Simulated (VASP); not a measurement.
GaSb:

```
CELL_PARAMETERS angstrom
0.00000 3.05900 3.05900
3.05900 0.00000 3.05900
3.05900 3.05900 0.00000
ATOMIC_POSITIONS crystal
Sb 0.75000 0.75000 0.75000
Ga 0.00000 0.00000 0.00000
```

Program: VASP 6.6.1. Alike in all runs: cell as given; cutoff (eV) 520. Hardware: 1 thread of AMD EPYC 9R45 96-Core Processor (Zen 5) (shared host).

**Question.** Order these runs on this cell by their wall time, lowest first.
A. task band structure; level LDA; potentials or basis VASP PAW LDA potentials, release 64 (Sb, Ga_d); spin SOC, no magnetisation; k mesh 6 × 6 × 6; smearing fermi-dirac 0.05 eV
B. task band structure; level PBE; potentials or basis VASP PAW PBE potentials, release 64 (Sb, Ga_d); spin off; k mesh 8 × 8 × 8; smearing fermi-dirac 0.05 eV
C. task single point; level PBE; potentials or basis VASP PAW PBE potentials, release 64 (Sb, Ga_d); spin off; k mesh 8 × 8 × 8; smearing gaussian 0.011 eV

**Answer.** C (13 s), B (40 s), A (160 s).
